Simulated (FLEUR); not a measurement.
# Zr (P6_3/mmc) in FLEUR: further runs

The runs below take Zr through band structure, equation of state, with SCAN.

All numbers are computed with FLEUR MaX-R8.1 (later development tree); they aren't measurements. Logs are shortened: lines on timing, memory, paths and dates and some standing lists are left out, and cuts for length are marked.

### 1 The crystal as given

The structure is hexagonal, space group P6_3/mmc (No. 194). The conventional cell has a = 3.232 Å, b = 3.232 Å, c = 5.147 Å, α = 90.00°, β = 90.00°, γ = 120.00°. Zr (site symmetry -6m2) has 12 Zr at 3.18 to 3.23 Å as nearest neighbours.

### 2 Band structure, SCAN

inp.xml reads:

```xml
<?xml version="1.0" encoding="UTF-8" standalone="no"?>
<fleurInput fleurInputVersion="0.39">
   <comment>
      Zr                                                                                                  
   </comment>
   <calculationSetup>
      <cutoffs Kmax="4.1" Gmax="12.7" GmaxXC="12.7" numbands="0"/>
      <scfLoop itmax="60" minDistance="0.00001" maxIterBroyd="15" imix="Anderson" alpha="0.05" precondParam="0.0" spinf="2.0" sdNocoIR="T"/>
      <coreElectrons ctail="F" frcor="F" kcrel="0" coretail_lmax="0"/>
      <xcFunctional name="LibXC" relativisticCorrections="F">
         <LibXCName exchange="mgga_x_scan" correlation="mgga_c_scan"/>
         <AuxGGA exchange="117" correlation="130"/>
      </xcFunctional>
      <magnetism jspins="1"/>
      <soc l_soc="F" theta="0.0" phi="0.0" spav="F"/>
      <expertModes spex="0" secvar="F"/>
      <geometryOptimization l_f="F" forcealpha="1.0" forcemix="BFGS" epsdisp="0.00001" epsforce="0.00001"/>
      <ldaU l_linMix="F" mixParam="0.05" spinf="1.0"/>
   </calculationSetup>
   <cell>
      <bzIntegration valenceElectrons="24.0" mode="hist" fermiSmearingEnergy="0.00183747">
         <kPointListSelection listName="default-1"/>
         <!-- k-points included here -->
         <xi:include xmlns:xi="http://www.w3.org/2001/XInclude" href="kpts.xml"> </xi:include>
      </bzIntegration>
      <!-- symmetry operations included here -->
      <xi:include xmlns:xi="http://www.w3.org/2001/XInclude" href="sym.xml"> </xi:include>
      <bulkLattice scale="1.0">
         <bravaisMatrix>
            <row-1>    6.1075948347072000     0.0000000000000000     0.0000000000000000</row-1>
            <row-2>   -3.0537974173536000     5.2893322828198945     0.0000000000000000</row-2>
            <row-3>    0.0000000000000000     0.0000000000000000     9.7264203633161994</row-3>
         </bravaisMatrix>
      </bulkLattice>
   </cell>
   <atomSpecies>
      <species name="Zirconium (Zr)" element="Zr" atomicNumber="40">
         <mtSphere radius="2.66" gridPoints="879" logIncrement="0.015"/>
         <atomicCutoffs lmax="11" lnonsphr="8"/>
         <electronConfig flipSpins="F">
            <coreConfig>(1s1/2) (2s1/2) (2p1/2) (2p3/2) (3s1/2) (3p1/2) (3p3/2) (3d3/2) (3d5/2)</coreConfig>
            <valenceConfig>(4s1/2) (4p1/2) (4p3/2) (5s1/2) (4d3/2) (4d5/2)</valenceConfig>
            <stateOccupation state="(4d3/2)" spinUp="0.400000" spinDown="0.400000"/>
            <stateOccupation state="(4d5/2)" spinUp="0.600000" spinDown="0.600000"/>
         </electronConfig>
         <energyParameters s="5" p="5" d="4" f="4"/>
         <lo type="SCLO" l="0" n="4" eDeriv="0"/>
         <lo type="SCLO" l="1" n="4" eDeriv="0"/>
         <lo type="SCLO" l="1" n="4" eDeriv="1"/>
         <lo type="SCLO" l="2" n="4" eDeriv="2"/>
         <lo type="SCLO" l="3" n="4" eDeriv="2"/>
      </species>
   </atomSpecies>
   <atomGroups>
      <atomGroup species="Zirconium (Zr)">
         <relPos label="                   1">-1.000/3.000 1.000/3.000 -1.000/4.000</relPos>
         <relPos label="                   2">1.000/3.000 -1.000/3.000 1.000/4.000</relPos>
         <force calculate="T" relaxXYZ="TTT"/>
      </atomGroup>
   </atomGroups>
   <output dos="F" band="F" slice="F">
      <checks vchk="F" cdinf="F"/>
      <bandDOS minEnergy="-.5*Htr" maxEnergy="0.5*Htr" sigma="0.015" storeEVData="T"/>
      <vacuumDOS vacdos="F" integ="F" star="F" nstars="0" locx1="0.0" locy1="0.0" locx2="0.0" locy2="0.0" nstm="0" tworkf="0.0"/>
      <unfoldingBand unfoldBand="F" supercellX="1" supercellY="1" supercellZ="1"/>
      <plotting iplot="0" polar="F">
         <plot TwoD="T" vec1="  1.0  0.0  0.0" vec2="  0.0  1.0  0.0" vec3="  0.0  0.0  1.0" zero="  0.0  0.0  0.0" file="plot"/>
      </plotting>
      <chargeDensitySlicing numkpt="0" minEigenval="0.0" maxEigenval="0.0" nnne="0" pallst="F"/>
      <specialOutput eonly="F"/>
      <moessbauerParams electricFieldGradient="T" isomerShift="T" coreHyperfine="T" valenceHyperfine="T"/>
      <magneticCircularDichroism mcd="F" energyLo="-10.0" energyUp="0.0"/>
   </output>
  <!-- We include the file relax.xml here to enable relaxations (see documentation) -->
  <xi:include xmlns:xi="http://www.w3.org/2001/XInclude" href="relax.xml"> <xi:fallback/> </xi:include>
</fleurInput>
```

crystal.txt reads:

```
Zr
&input cartesian=F /
3.2320000000  0.0000000000  0.0000000000
-1.6160000000  2.7989941050  0.0000000000
0.0000000000  0.0000000000  5.1470000000
1.8897261246
1.0 1.0 1.0

2
40 0.6666666667  0.3333333333  0.7500000000
40 0.3333333333  0.6666666667  0.2500000000

&kpt div1=9 div2=9 div3=5 gamma=T /
```

inp.xml (bands) reads:

```
<?xml version="1.0" encoding="UTF-8" standalone="no"?>
<fleurInput fleurInputVersion="0.39">
   <comment>
      Zr                                                                                                  
   </comment>
   <calculationSetup>
      <cutoffs Kmax="4.1" Gmax="12.7" GmaxXC="12.7" numbands="0"/>
      <scfLoop itmax="60" minDistance="0.00001" maxIterBroyd="15" imix="Anderson" alpha="0.05" precondParam="0.0" spinf="2.0" sdNocoIR="T"/>
      <coreElectrons ctail="F" frcor="F" kcrel="0" coretail_lmax="0"/>
      <xcFunctional name="LibXC" relativisticCorrections="F">
         <LibXCName exchange="mgga_x_scan" correlation="mgga_c_scan"/>
         <AuxGGA exchange="117" correlation="130"/>
      </xcFunctional>
      <magnetism jspins="1"/>
      <soc l_soc="F" theta="0.0" phi="0.0" spav="F"/>
      <expertModes spex="0" secvar="F"/>
      <geometryOptimization l_f="F" forcealpha="1.0" forcemix="BFGS" epsdisp="0.00001" epsforce="0.00001"/>
      <ldaU l_linMix="F" mixParam="0.05" spinf="1.0"/>
   </calculationSetup>
   <cell>
      <bzIntegration valenceElectrons="24.0" mode="hist" fermiSmearingEnergy="0.00183747">
         <kPointListSelection listName="path-1"/>
         <!-- k-points included here -->
         <xi:include xmlns:xi="http://www.w3.org/2001/XInclude" href="kpts.xml"> </xi:include>
      </bzIntegration>
      <!-- symmetry operations included here -->
      <xi:include xmlns:xi="http://www.w3.org/2001/XInclude" href="sym.xml"> </xi:include>
      <bulkLattice scale="1.0">
         <bravaisMatrix>
            <row-1>    6.1075948347072000     0.0000000000000000     0.0000000000000000</row-1>
            <row-2>   -3.0537974173536000     5.2893322828198945     0.0000000000000000</row-2>
            <row-3>    0.0000000000000000     0.0000000000000000     9.7264203633161994</row-3>
         </bravaisMatrix>
      </bulkLattice>
   </cell>
   <atomSpecies>
      <species name="Zirconium (Zr)" element="Zr" atomicNumber="40">
         <mtSphere radius="2.66" gridPoints="879" logIncrement="0.015"/>
         <atomicCutoffs lmax="11" lnonsphr="8"/>
         <electronConfig flipSpins="F">
            <coreConfig>(1s1/2) (2s1/2) (2p1/2) (2p3/2) (3s1/2) (3p1/2) (3p3/2) (3d3/2) (3d5/2)</coreConfig>
            <valenceConfig>(4s1/2) (4p1/2) (4p3/2) (5s1/2) (4d3/2) (4d5/2)</valenceConfig>
            <stateOccupation state="(4d3/2)" spinUp="0.400000" spinDown="0.400000"/>
            <stateOccupation state="(4d5/2)" spinUp="0.600000" spinDown="0.600000"/>
         </electronConfig>
         <energyParameters s="5" p="5" d="4" f="4"/>
         <lo type="SCLO" l="0" n="4" eDeriv="0"/>
         <lo type="SCLO" l="1" n="4" eDeriv="0"/>
         <lo type="SCLO" l="1" n="4" eDeriv="1"/>
         <lo type="SCLO" l="2" n="4" eDeriv="2"/>
         <lo type="SCLO" l="3" n="4" eDeriv="2"/>
      </species>
   </atomSpecies>
   <atomGroups>
      <atomGroup species="Zirconium (Zr)">
         <relPos label="                   1">-1.000/3.000 1.000/3.000 -1.000/4.000</relPos>
         <relPos label="                   2">1.000/3.000 -1.000/3.000 1.000/4.000</relPos>
         <force calculate="T" relaxXYZ="TTT"/>
      </atomGroup>
   </atomGroups>
   <output dos="F" band="T" slice="F">
      <checks vchk="F" cdinf="F"/>
      <bandDOS minEnergy="-.5*Htr" maxEnergy="0.5*Htr" sigma="0.015" storeEVData="T"/>
      <vacuumDOS vacdos="F" integ="F" star="F" nstars="0" locx1="0.0" locy1="0.0" locx2="0.0" locy2="0.0" nstm="0" tworkf="0.0"/>
      <unfoldingBand unfoldBand="F" supercellX="1" supercellY="1" supercellZ="1"/>
      <plotting iplot="0" polar="F">
         <plot TwoD="T" vec1="  1.0  0.0  0.0" vec2="  0.0  1.0  0.0" vec3="  0.0  0.0  1.0" zero="  0.0  0.0  0.0" file="plot"/>
      </plotting>
      <chargeDensitySlicing numkpt="0" minEigenval="0.0" maxEigenval="0.0" nnne="0" pallst="F"/>
      <specialOutput eonly="F"/>
      <moessbauerParams electricFieldGradient="T" isomerShift="T" coreHyperfine="T" valenceHyperfine="T"/>
      <magneticCircularDichroism mcd="F" energyLo="-10.0" energyUp="0.0"/>
   </output>
  <!-- We include the file relax.xml here to enable relaxations (see documentation) -->
  <xi:include xmlns:xi="http://www.w3.org/2001/XInclude" href="relax.xml"> <xi:fallback/> </xi:include>
</fleurInput>
```

Potentials or basis: all-electron, FLAPW.

Command:

```
> inpgen -f crystal.txt -profile fastHighL
> # inp.xml edited to the form shown
> fleur_MPI
> fleur_MPI   # second run, on inp.xml (bands)
```

The program printed:

```text
Welcome to FLEUR        (www.flapw.de)
      MaX-Release 8.1          (www.max-centre.eu)
 func_ids         267         263         267         263
 MetaGGA potential functional detected - V_tau will be computed
 Auxiliary Potential for radial basis: exchange=         117  correlation=         130
The functional 'SCAN exchange of Sun, Ruzsinszky, and Perdew' is an exchange functional, it belongs to the 'MGGA' family and is defined in the reference(s):
[1] J. Sun, A. Ruzsinszky, and J. P. Perdew.,  Phys. Rev. Lett. 115, 036402 (2015)
The functional 'SCAN correlation of Sun, Ruzsinszky, and Perdew' is a correlation functional, it belongs to the 'MGGA' family and is defined in the reference(s):
[1] J. Sun, A. Ruzsinszky, and J. P. Perdew.,  Phys. Rev. Lett. 115, 036402 (2015)
 Using same functional for VXC and EXC

 ========== k-point set info ==========
 Selected k-point list: default-1
 k-point list type: mesh
 9 x 9 x 5
 Number of k points: 36

 ------------Calculation Setup---------------------------
 Number of MPI-tasks      :            1
 Number of PE/node        :            1
 Number of OMP-threads    :            1
 Most efficient MPI parallelization for:
           1           2           3           4           6           9          12          18          36
 Additional eigenvalue parallelization possible
 Number of basis functions:          446
 Approximate size of matrices (H+S) per k-point:         0.003 GB
 --------------------------------------------------------
The functional 'Hammer, Hansen, and Norskov' is an exchange functional, it belongs to the 'GGA' family and is defined in the reference(s):
[1] B. Hammer, L. B. Hansen, and J. K. Nørskov.,  Phys. Rev. B 59, 7413 (1999)
The functional 'Perdew, Burke & Ernzerhof' is a correlation functional, it belongs to the 'GGA' family and is defined in the reference(s):
[1] J. P. Perdew, K. Burke, and M. Ernzerhof.,  Phys. Rev. Lett. 77, 3865 (1996)
[2] J. P. Perdew, K. Burke, and M. Ernzerhof.,  Phys. Rev. Lett. 78, 1396 (1997)
 Using same functional for VXC and EXC
 Using auxiliary GGA potential for the first iteration of MetaGGA calculation.
 Reset of history
 Reset of history
 Iteration:     1   Distance:      22.64868264 me/bohr^3
The functional 'Hammer, Hansen, and Norskov' is an exchange functional, it belongs to the 'GGA' family and is defined in the reference(s):
[1] B. Hammer, L. B. Hansen, and J. K. Nørskov.,  Phys. Rev. B 59, 7413 (1999)
The functional 'Perdew, Burke & Ernzerhof' is a correlation functional, it belongs to the 'GGA' family and is defined in the reference(s):
[1] J. P. Perdew, K. Burke, and M. Ernzerhof.,  Phys. Rev. Lett. 77, 3865 (1996)
[2] J. P. Perdew, K. Burke, and M. Ernzerhof.,  Phys. Rev. Lett. 78, 1396 (1997)
 Using same functional for VXC and EXC
 Iteration:     2   Distance:      21.51964990 me/bohr^3
The functional 'Hammer, Hansen, and Norskov' is an exchange functional, it belongs to the 'GGA' family and is defined in the reference(s):
[1] B. Hammer, L. B. Hansen, and J. K. Nørskov.,  Phys. Rev. B 59, 7413 (1999)
The functional 'Perdew, Burke & Ernzerhof' is a correlation functional, it belongs to the 'GGA' family and is defined in the reference(s):
[1] J. P. Perdew, K. Burke, and M. Ernzerhof.,  Phys. Rev. Lett. 77, 3865 (1996)
[2] J. P. Perdew, K. Burke, and M. Ernzerhof.,  Phys. Rev. Lett. 78, 1396 (1997)
 Using same functional for VXC and EXC
 Iteration:     3   Distance:      20.41454033 me/bohr^3
The functional 'Hammer, Hansen, and Norskov' is an exchange functional, it belongs to the 'GGA' family and is defined in the reference(s):
[1] B. Hammer, L. B. Hansen, and J. K. Nørskov.,  Phys. Rev. B 59, 7413 (1999)
The functional 'Perdew, Burke & Ernzerhof' is a correlation functional, it belongs to the 'GGA' family and is defined in the reference(s):
[1] J. P. Perdew, K. Burke, and M. Ernzerhof.,  Phys. Rev. Lett. 77, 3865 (1996)
[2] J. P. Perdew, K. Burke, and M. Ernzerhof.,  Phys. Rev. Lett. 78, 1396 (1997)
 Using same functional for VXC and EXC
 Iteration:     4   Distance:       1.84569938 me/bohr^3
The functional 'Hammer, Hansen, and Norskov' is an exchange functional, it belongs to the 'GGA' family and is defined in the reference(s):
[1] B. Hammer, L. B. Hansen, and J. K. Nørskov.,  Phys. Rev. B 59, 7413 (1999)
The functional 'Perdew, Burke & Ernzerhof' is a correlation functional, it belongs to the 'GGA' family and is defined in the reference(s):
[1] J. P. Perdew, K. Burke, and M. Ernzerhof.,  Phys. Rev. Lett. 77, 3865 (1996)
[2] J. P. Perdew, K. Burke, and M. Ernzerhof.,  Phys. Rev. Lett. 78, 1396 (1997)
 Using same functional for VXC and EXC
 Iteration:     5   Distance:       1.35252055 me/bohr^3
The functional 'Hammer, Hansen, and Norskov' is an exchange functional, it belongs to the 'GGA' family and is defined in the reference(s):
[... 53 lines left out ...]
 Using same functional for VXC and EXC
 Iteration:    13   Distance:       0.00037981 me/bohr^3
The functional 'Hammer, Hansen, and Norskov' is an exchange functional, it belongs to the 'GGA' family and is defined in the reference(s):
[1] B. Hammer, L. B. Hansen, and J. K. Nørskov.,  Phys. Rev. B 59, 7413 (1999)
The functional 'Perdew, Burke & Ernzerhof' is a correlation functional, it belongs to the 'GGA' family and is defined in the reference(s):
[1] J. P. Perdew, K. Burke, and M. Ernzerhof.,  Phys. Rev. Lett. 77, 3865 (1996)
[2] J. P. Perdew, K. Burke, and M. Ernzerhof.,  Phys. Rev. Lett. 78, 1396 (1997)
 Using same functional for VXC and EXC
 Iteration:    14   Distance:       0.00007527 me/bohr^3
The functional 'Hammer, Hansen, and Norskov' is an exchange functional, it belongs to the 'GGA' family and is defined in the reference(s):
[1] B. Hammer, L. B. Hansen, and J. K. Nørskov.,  Phys. Rev. B 59, 7413 (1999)
The functional 'Perdew, Burke & Ernzerhof' is a correlation functional, it belongs to the 'GGA' family and is defined in the reference(s):
[1] J. P. Perdew, K. Burke, and M. Ernzerhof.,  Phys. Rev. Lett. 77, 3865 (1996)
[2] J. P. Perdew, K. Burke, and M. Ernzerhof.,  Phys. Rev. Lett. 78, 1396 (1997)
 Using same functional for VXC and EXC
 Iteration:    15   Distance:       0.00005956 me/bohr^3
The functional 'Hammer, Hansen, and Norskov' is an exchange functional, it belongs to the 'GGA' family and is defined in the reference(s):
[1] B. Hammer, L. B. Hansen, and J. K. Nørskov.,  Phys. Rev. B 59, 7413 (1999)
The functional 'Perdew, Burke & Ernzerhof' is a correlation functional, it belongs to the 'GGA' family and is defined in the reference(s):
[1] J. P. Perdew, K. Burke, and M. Ernzerhof.,  Phys. Rev. Lett. 77, 3865 (1996)
[2] J. P. Perdew, K. Burke, and M. Ernzerhof.,  Phys. Rev. Lett. 78, 1396 (1997)
 Using same functional for VXC and EXC
 Iteration:    16   Distance:       0.00000867 me/bohr^3

 ********************************************************************
 Run finished successfully
 Stop message:
   all done
 ********************************************************************
```

Wall time 31 s (1 thread of Intel Xeon 6975P-C (Granite Rapids), shared host); peak memory 0.09 GiB.

Results:

```yaml
Free_energy: -195906.6091 eV
Band_gap_along_the_path: none (metal or under the smearing width)
Valence_electrons_inside_the_program's_atomic_spheres: Zr 10.07 (radii Zr 2.66 bohr)
```

Levels at the corners of the path, in eV from the Fermi level:
```
point  band 8  band 9  band 10  band 11  band 12  band 13  band 14  band 15  band 16  band 17
    Γ  -27.38   -5.99    -3.21     0.95     0.95     1.06     1.07     1.68     1.68     2.33
    M  -27.49   -2.70    -2.66    -2.24    -0.35     0.63     0.84     1.53     5.18     5.59
    K  -27.78   -2.18    -1.49    -1.49    -1.24     0.31     0.31     1.93     4.51     4.51
    Γ  -27.38   -5.99    -3.21     0.95     0.95     1.06     1.07     1.68     1.68     2.33
    A  -27.45   -4.20    -4.20     0.00     0.00     0.85     0.85     0.85     0.85     4.22
    L  -27.62   -3.01    -3.01    -1.11    -1.11     1.58     1.58     2.38     2.38     5.42
    H  -27.55   -1.49    -1.49    -1.37    -1.37    -0.11    -0.11     2.21     2.21     4.61
    A  -27.45   -4.20    -4.20     0.00     0.00     0.85     0.85     0.85     0.85     4.22
    L  -27.62   -3.01    -3.01    -1.11    -1.11     1.58     1.58     2.38     2.38     5.42
    M  -27.49   -2.70    -2.66    -2.24    -0.35     0.63     0.84     1.53     5.18     5.59
    K  -27.78   -2.18    -1.49    -1.49    -1.24     0.31     0.31     1.93     4.51     4.51
    H  -27.55   -1.49    -1.49    -1.37    -1.37    -0.11    -0.11     2.21     2.21     4.61
```

Core levels (eV from the Fermi level):
```
atom                                                                                                                             levels
1 Zr  1s1/2 -17812.9, 2s1/2 -2462.8, 2p1/2 -2253.6, 2p3/2 -2167.7, 3s1/2 -399.0, 3p1/2 -321.1, 3p3/2 -307.4, 3d3/2 -170.3, 3d5/2 -167.8
2 Zr  1s1/2 -17812.9, 2s1/2 -2462.8, 2p1/2 -2253.6, 2p3/2 -2167.7, 3s1/2 -399.0, 3p1/2 -321.1, 3p3/2 -307.4, 3d3/2 -170.3, 3d5/2 -167.8
```

Caveat: the meta-GGA is that of a development version, with a GGA for the radial functions and cores and without core tails.

[end of part 1 of 2]
